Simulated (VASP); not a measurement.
**V: single point with BLYP**

The system is V.

```
V
1.0
     0.00000    2.80964    2.80964
     2.80964    0.00000    2.80964
     2.80964    2.80964    0.00000
V
2
Direct
  0.12500 0.12500 0.12500
  0.87500 0.87500 0.87500
```

This isn't the form of V at room conditions, which is bcc.

```
Program                : VASP 6.6.1
Task                   : single point
Functional             : BLYP
Potentials or basis    : VASP PAW PBE potentials, release 64 (V_sv)
Cutoff                 : 520 eV
k mesh                 : 17 × 17 × 17
Occupations            : fermi-dirac, width 0.1 eV
Spin                   : no spin polarisation
Dipole correction      : no
Further INCAR settings : ALGO = Fast; EDIFF = 1e-07; NBANDS = 20
```

| Property | Result |
| --- | --- |
| Pressure | -4.8 GPa |
| Band gap on the k mesh | none (metal or under the smearing width) |

Levels at points of the mesh, in eV from the Fermi level:
| k point | band 11 | band 12 | band 13 | band 14 | band 15 | band 16 |
| --- | --- | --- | --- | --- | --- | --- |
| (0.00, 0.00, 0.00) | -0.70 | -0.43 | -0.43 | -0.43 | 1.29 | 1.29 |

It took 5.2 min on 1 thread of AMD EPYC 7571, with other jobs on the host, peak memory 0.21 GiB.

Caveat: the PAW data sets were made with another functional, which shifts forces and pressure a little.
